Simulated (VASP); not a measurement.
# GaN (P6_3mc) in VASP: further runs, part 2 of 2

VASP 6.6.1.

## (3) Relaxation of cell and atoms, PBE

This run uses another cell than the first one, of 11.75 Å³/atom, 1.028 times its volume.

The input, INCAR:

```
  PREC = Accurate
  ENCUT = 600
  EDIFF = 1E-6
  ISMEAR = 0
  SIGMA = 0.02
  LREAL = False
  LASPH = True
  NELM = 120
  ALGO = Fast
  ISIF = 3
  LWAVE = False
  LCHARG = False
  GGA = PE
  IBRION = 2
  NSW = 80
  EDIFFG = -0.005
  KPAR = 4
```

The input, KPOINTS:

```
Automatic mesh
0
Gamma
  11 11 6
```

The input, POSCAR:

```
GaN                                     
1.0
    3.2179334274      0.0000000000      0.0000000000
   -1.6089667137      2.7868120575      0.0000000000
   -0.0000000000      0.0000000000      5.2426212727
  Ga              N             
     2     2
Direct
     0.6666666699999979    0.3333333300000021    0.4991180236913055
     0.3333333300000021    0.6666666699999979    0.9991180236913055
     0.6666666699999979    0.3333333300000021    0.8758819763086945
     0.3333333300000021    0.6666666699999979    0.3758819763086945
```

Potentials or basis: VASP PAW PBE potentials, release 64 (Ga_d, N).

Command:

```
$ cat potpaw_PBE.64/Ga_d/POTCAR potpaw_PBE.64/N/POTCAR > POTCAR
$ mpirun -np 4 vasp_std > vasp.out
```

OUTCAR:

```text
PREC = Accurate
   ENCUT = 600
   EDIFF = 1E-6
   ISMEAR = 0
   LREAL = False
   LASPH = True
   NELM = 120
   ISIF = 3
   GGA = PE
   IBRION = 2
   NSW = 80
   EDIFFG = -0.005

 ion  position               nearest neighbor table
   1  0.667  0.333  0.499-   4 1.97   4 1.97   4 1.97   3 1.98
   2  0.333  0.667  0.999-   3 1.97   3 1.97   3 1.97   4 1.98
   3  0.667  0.333  0.876-   2 1.97   2 1.97   2 1.97   1 1.98
   4  0.333  0.667  0.376-   1 1.97   1 1.97   1 1.97   2 1.98

  LATTYP: Found a hexagonal cell.
 ALAT       =     3.2179334274
 C/A-ratio  =     1.6291888540

  Lattice vectors:

 A1 = (   3.2179334274,   0.0000000000,   0.0000000000)
 A2 = (  -1.6089667137,   2.7868120575,   0.0000000000)
 A3 = (   0.0000000000,   0.0000000000,   5.2426212727)

Analysis of symmetry for initial positions (statically):
=====================================================================
 Subroutine PRICEL returns:
 Original cell was already a primitive cell.

 Routine SETGRP: Setting up the symmetry group for a
 hexagonal supercell.

 Subroutine GETGRP returns: Found 12 space group operations
 (whereof  6 operations were pure point group operations)
 out of a pool of 24 trial point group operations.

The static configuration has the point symmetry C_3v.
 The point group associated with its full space group is C_6v.

Analysis of symmetry for dynamics (positions and initial velocities):
=====================================================================
 Subroutine PRICEL returns:
 Original cell was already a primitive cell.

 Routine SETGRP: Setting up the symmetry group for a
 hexagonal supercell.

 Subroutine GETGRP returns: Found 12 space group operations
 (whereof  6 operations were pure point group operations)
 out of a pool of 24 trial point group operations.

The dynamic configuration has the point symmetry C_3v.
 The point group associated with its full space group is C_6v.

 Subroutine INISYM returns: Found 12 space group operations
 (whereof  6 operations are pure point group operations),
 and found     1 'primitive' translations

----------------------------------------------------------------------------------------

                                     Primitive cell

  volume of cell :      47.0147

  direct lattice vectors                    reciprocal lattice vectors
     3.217933427  0.000000000  0.000000000     0.310758449  0.179416476  0.000000000
    -1.608966714  2.786812058  0.000000000     0.000000000  0.358832953  0.000000000
     0.000000000  0.000000000  5.242621273     0.000000000  0.000000000  0.190744276

  length of vectors
     3.217933427  3.217933394  5.242621273     0.358832949  0.358832953  0.190744276

  position of ions in fractional coordinates (direct lattice)
     0.666666670  0.333333330  0.499118024
     0.333333330  0.666666670  0.999118024
     0.666666670  0.333333330  0.875881976
     0.333333330  0.666666670  0.375881976

  ion indices of the primitive-cell ions
[... 39 lines left out ...]
  0.454545  0.000000  0.000000      6.000000
[... 16 lines left out ...]
  0.090909  0.090909  0.166667     12.000000
  0.181818  0.090909  0.166667     24.000000
 [... further k-points ...]
   k-points           NKPTS =     64   k-points in BZ     NKDIM =     64   number of bands    NBANDS=     22
   number of dos      NEDOS =    301   number of ions     NIONS =      4
   total plane-waves  NPLWV =  32928
   dimension x,y,z NGX =    28 NGY =   28 NGZ =   42
   dimension x,y,z NGXF=    56 NGYF=   56 NGZF=   84
   ions per type =               2   2
   NGX,Y,Z   is equivalent  to a cutoff of  14.47, 14.47, 13.32 a.u.
   NGXF,Y,Z  is equivalent  to a cutoff of  28.93, 28.93, 26.64 a.u.
 SYSTEM =  unknown system
   PREC   = accura    normal or accurate (medium, high low for compatibility)
   ISTART =      0    job   : 0-new  1-cont  2-samecut
   ICHARG =      2    charge: 1-file 2-atom 10-const
   ISPIN  =      1    spin polarized calculation?
   LNONCOLLINEAR =      F non collinear calculations
   LSORBIT =      F    spin-orbit coupling
   LASPH  =      T    aspherical Exc in radial PAW
   ENCUT  =  600.0 eV  44.10 Ry    6.64 a.u.   6.43  6.43 10.47*2*pi/ulx,y,z
   NELM   =    120;   NELMIN=  2; NELMDL= -5     # of ELM steps
   EDIFF  = 0.1E-05   stopping-criterion for ELM
   LREAL  =      F    real-space projection
   EDIFFG = -.5E-02   stopping-criterion for IOM
   NSW    =     80    number of steps for IOM
   IBRION =      2    ionic relax: 0-MD 1-quasi-New 2-CG
   NFREE  =      1    steps in history (QN), initial steepest desc. (CG)
   ISIF   =      3    stress and relaxation
   ISYM   =      2    0-nonsym 1-usesym 2-fastsym
   POTIM  = 0.5000    time-step for ionic-motion
   TEBEG  =    0.0;   TEEND  =   0.0 temperature during run
   PSTRESS=    0.0 pullay stress
   NELECT =      36.0000    total number of electrons
   NUPDOWN=      -1.0000    fix difference up-down
   EMIN   =  10.00;   EMAX   =-10.00  energy-range for DOS
   EFERMI =   0.00;   METHOD = LEGACY
   ISMEAR =     0;   SIGMA  =   0.02  broadening in eV -4-tet -1-fermi 0-gaus
   EFERMI_NEDOS =   21; number of points for ismear=-14 and -15
   IALGO  =     68    algorithm
   IMIX   =      4    mixing-type and parameters
     AMIX     =   0.40;   BMIX     =  1.00
     AMIX_MAG =   1.60;   BMIX_MAG =  1.00
  volume/ion in A,a.u.               =      11.75        79.32
  Fermi-wavevector in a.u.,A,eV,Ry     =   1.497722  2.830285 30.520204  2.243172
  Thomas-Fermi vector in A             =   2.609573
   LORBIT       =      0    0 simple, 1 ext, 2 COOP (PROOUT), +10 PAW based schemes
   GGA     = PE    functional components
   LHFCALC =     F    Hartree Fock is set to
   AEXX    =    0.0000 exact exchange contribution
   IVDW    =     0    specifies the selected vdW correction
   LEPSILON=     F    determine dielectric tensor
   LRPA    =     F    only Hartree local field effects (RPA)
 conjugate gradient relaxation of ions
 non-spin polarized calculation
 RMM-DIIS sequential band-by-band and
 Gauss-broadening in eV      SIGMA  =   0.02
  energy-cutoff  :      600.00
  volume of cell :       47.01
 maximum number of plane-waves:      1591
 NGX is ok and might be reduce to    28
   NGX = 13   NGY = 13   NGZ = 21

--------------------------------------- Ionic step        1  -------------------------------------------

 number of electron      36.0000002 magnetization

 Free energy of the ion-electron system (eV)
  ---------------------------------------------------
  ext. energy  EPLUGINS =         0.00000000
  ---------------------------------------------------
  free energy    TOTEN  =       -24.33084227 eV

  energy without entropy =      -24.33084227  energy(sigma->0) =      -24.33084227

------------------------ aborting loop because EDIFF is reached ----------------------------------------

  FORCE on cell =-STRESS in cart. coord.  units (eV):
  Direction    XX          YY          ZZ          XY          YZ          ZX
  --------------------------------------------------------------------------------------
  -------------------------------------------------------------------------------------
  Total       -0.0889090     -0.0889090     -0.0897356      0.0000000      0.0000000      0.0000000
  in kB       -3.0298630     -3.0298629     -3.0580315      0.0000000      0.0000000      0.0000000
  external PRESSURE =      -3.0392525 kB  Pullay stress =       0.0000000 kB
[... 101 lines left out ...]
--------------------------------------- Ionic step        4  -------------------------------------------

 number of electron      36.0000002 magnetization

 Free energy of the ion-electron system (eV)
  ---------------------------------------------------
  ext. energy  EPLUGINS =         0.00000000
  ---------------------------------------------------
  free energy    TOTEN  =       -24.33083430 eV

  energy without entropy =      -24.33083430  energy(sigma->0) =      -24.33083430

 E-fermi :   5.1344     XC(G=0): -11.5196

 val. band max:        5.0177685091   @ k =   0.0000   0.0000   0.0000
 cond. band min:       6.7390912620   @ k =   0.0000   0.0000   0.0000
 fundamental gap:      1.7213227529
 Fermi energy:         5.1343621965

 k-point     1 :       0.0000    0.0000    0.0000
  band No.  band energies     occupation
      1     -10.7251      2.00000
      2      -9.8992      2.00000
      3      -8.4038      2.00000
      4      -8.3894      2.00000
      5      -8.3894      2.00000
      6      -8.3335      2.00000
[... 589 lines left out ...]
     21      12.3571      0.00000
     22      13.0114      0.00000

 [... further k-points ...]

------------------------ aborting loop because EDIFF is reached ----------------------------------------

  FORCE on cell =-STRESS in cart. coord.  units (eV):
  Direction    XX          YY          ZZ          XY          YZ          ZX
  --------------------------------------------------------------------------------------
  -------------------------------------------------------------------------------------
  Total        0.0056327      0.0056327      0.0086129      0.0000000      0.0000000      0.0000000
  in kB        0.1920386      0.1920386      0.2936451      0.0000000      0.0000000      0.0000000
  external PRESSURE =       0.2259074 kB  Pullay stress =       0.0000000 kB
[... 19 lines left out ...]
  FREE ENERGIE OF THE ION-ELECTRON SYSTEM (eV)
  ---------------------------------------------------
  free  energy   TOTEN  =       -24.3308343024 eV

  energy  without entropy=      -24.3308343024  energy(sigma->0) =      -24.33083430

 reached required accuracy - stopping structural energy minimisation
```

It took 54 s on 4 MPI ranks of Intel Xeon Platinum 8488C (Sapphire Rapids), shared host; peak memory 0.23 GiB.

What came out:

* Free energy: -24.3308 eV
* Relaxed volume: 11.75 Å³/atom
* Relaxed cell: a = 3.217 Å, b = 3.217 Å, c = 5.242 Å, α = 90.00°, β = 90.00°, γ = 120.00°
* Space group after relaxing (to 0.05 Å): P6_3mc (No. 186)
* Energy gained by relaxing: 0.0 meV/atom
* Ionic steps: 4
* Pressure after relaxing: 0.0 GPa
* Band gap on the k mesh: 1.72 eV, direct

Forces on the atoms (eV/Å):
```
Ga   0.000  0.000  0.003
Ga   0.000  0.000  0.003
N    0.000  0.000 -0.003
N    0.000  0.000 -0.003
```

Final structure:
```xyz
4
Lattice="3.2174 0.0000 0.0000 -1.6087 2.7864 0.0000 0.0000 0.0000 5.2418" Properties=species:S:1:pos:R:3 pbc="T T T"
Ga    1.6087    0.9288    2.6163
Ga    0.0000    1.8576    5.2372
N     1.6087    0.9288    4.5912
N     0.0000    1.8576    1.9703
```
